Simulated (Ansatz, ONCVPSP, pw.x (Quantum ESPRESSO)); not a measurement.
# From atom to crystal: ONCV potential for tungsten

* Element: W (Z = 74)
* Generator: ONCVPSP 4.0.1
* Type: optimised norm-conserving Vanderbilt (ONCV)
* Functional: PBE
* Relativity: scalar-relativistic
* Frozen core: [Kr] 4d10 4f14
* Valence charge: 14
* Reference configuration: 5s2 5p6 5d4 6s0.5 (charge +1.5)
* Partial waves: 5s+6s: rc 1.60 bohr, ncon 4, nbas 8, qcut 7 1/bohr, 2 projectors; 5p: rc 1.65 bohr, ncon 4, nbas 8, qcut 10.6 1/bohr, 2 projectors, debl 3.6 Ha; 5d: rc 2.15 bohr, ncon 3, nbas 7, qcut 6.1 1/bohr, 2 projectors, debl 1.4 Ha
* Local potential: polynomial inside 1.50 bohr (lpopt 5, dvloc0 2 Ha)
* Core correction: Teter function, fcfact 2, rcfact 1.65

Atomic tests: cutoffs needed: 30 Ha and 37 Ha (the cutoffs (Ha) at which the residual kinetic energy of the hardest occupied pseudo-wave falls to 1 and 0.1 mHa per electron); ghost test: no bound ghost flagged; no localised positive-energy state flagged; largest excitation error: +3.8 meV (all-electron minus pseudo) for 5s2 5p6 5d4 6s2, out of 4 test configurations.

Crystal test: sc W in pw.x 7.5, no spin, 12³ k-points, Fermi–Dirac smearing 0.01 Ry, cutoffs 85/340 Ry. The reference is all-electron LAPW (Ansatz 0.2.0) with the same functional, mesh and smearing; V0 and B0 come from Birch–Murnaghan fits to the pressures at five volumes. Errors are pseudo minus all-electron; Δ is the rms difference of the E(V) curves that follow from these fits, minima aligned, over ±6 % about the mean V0. Mesh and smearing are coarse, so the numbers serve the comparison and aren't converged zero-temperature values; the lattice is a test structure that the element need not adopt.

All-electron: a0 = 2.638 Å (V0 = 18.36 Å³/atom), B0 = 216.4 GPa.

**Question.** How far does the potential miss the all-electron equation of state?

**Answer.** mean pressure error (GPa): -2.83; a0 (Å): 2.626; a0 error (%): -0.45; B0 error (%): +0.8; Δ (meV/atom): 11.9.

```csv
V (Å³/atom),P all-electron (GPa),P pseudo (GPa)
17.612,9.79,6.43
18.076,3.46,0.40
18.539,-2.09,-4.88
19.002,-6.95,-9.50
19.466,-11.21,-13.56
```

**Question.** At the middle volume, how do free energy and pressure move when the wave cutoff is lowered (ecutrho kept at four times it)?

**Answer.**

| cutoff (Ry) | shift of F (meV/atom) | shift of P (GPa) |
| --- | --- | --- |
| 38 | +3370.6 | -79.84 |
| 51 | +685.0 | -27.35 |
| 68 | +46.9 | -3.17 |

Input at the middle volume:

```
&control
  calculation='scf', prefix='x', pseudo_dir='./', outdir='./tmp', tstress=.true., disk_io='low'
/
&system
  ibrav=0, nat=1, ntyp=1, ecutwfc=85, ecutrho=340, nbnd=15,
  occupations='smearing', smearing='fd', degauss=0.01
/
&electrons
  conv_thr=1e-09, mixing_beta=0.4, electron_maxstep=70
/
ATOMIC_SPECIES
W 1.0 W.UPF
CELL_PARAMETERS angstrom
  2.64664343 0.00000000 0.00000000
  0.00000000 2.64664343 0.00000000
  0.00000000 0.00000000 2.64664343
ATOMIC_POSITIONS crystal
W 0.0000 0.0000 0.0000
K_POINTS automatic
12 12 12 0 0 0
```

```bash
pw.x < W.scf.in > W.scf.out
```

Lines of the output:

```
Message from routine setup:
     using ibrav=0 with symmetry is DISCOURAGED, use correct ibrav instead
     lattice parameter (alat)  =       5.0014  a.u.
     unit-cell volume          =     125.1074 (a.u.)^3
     number of electrons       =        14.00
     number of Kohn-Sham states=           15
     kinetic-energy cutoff     =      85.0000  Ry
     charge density cutoff     =     340.0000  Ry
     scf convergence threshold =      1.0E-09
     Exchange-correlation= PBE
     number of k points=    84  Fermi-Dirac smearing, width (Ry)=  0.0100
     iteration #  1     ecut=    85.00 Ry     beta= 0.40
     total energy              =    -145.06951963 Ry
     estimated scf accuracy    <       1.72321527 Ry
     iteration #  2     ecut=    85.00 Ry     beta= 0.40
     total energy              =    -145.11110969 Ry
     estimated scf accuracy    <       0.17443457 Ry
     iteration #  3     ecut=    85.00 Ry     beta= 0.40
     total energy              =    -145.15243119 Ry
     estimated scf accuracy    <       0.00254219 Ry
     iteration #  4     ecut=    85.00 Ry     beta= 0.40
     total energy              =    -145.15265041 Ry
     estimated scf accuracy    <       0.00088164 Ry
     iteration #  5     ecut=    85.00 Ry     beta= 0.40
     total energy              =    -145.15281919 Ry
     estimated scf accuracy    <       0.00000703 Ry
     iteration #  6     ecut=    85.00 Ry     beta= 0.40
     total energy              =    -145.15282130 Ry
     estimated scf accuracy    <       0.00000349 Ry
     iteration #  7     ecut=    85.00 Ry     beta= 0.40
     total energy              =    -145.15282174 Ry
     estimated scf accuracy    <       0.00000003 Ry
     iteration #  8     ecut=    85.00 Ry     beta= 0.40
     total energy              =    -145.15282175 Ry
     estimated scf accuracy    <          1.4E-09 Ry
     iteration #  9     ecut=    85.00 Ry     beta= 0.40
     the Fermi energy is    18.6913 ev
!    total energy              =    -145.15282175 Ry
     estimated scf accuracy    <          1.8E-10 Ry
     smearing contrib. (-TS)   =      -0.00276613 Ry
     The total energy is F=E-TS. E is the sum of the following terms:
     one-electron contribution =     -27.67218084 Ry
     hartree contribution      =      20.07236408 Ry
     xc contribution           =     -26.36000548 Ry
     ewald contribution        =    -111.19023339 Ry
     convergence has been achieved in   9 iterations
          total   stress  (Ry/bohr**3)                   (kbar)     P=      -48.79
```

The run at the middle volume (84 k-points, 9 iterations) took about 12 s on one core of a shared host (AMD EPYC 9R14, 192 threads, 1480 GiB, load 48).
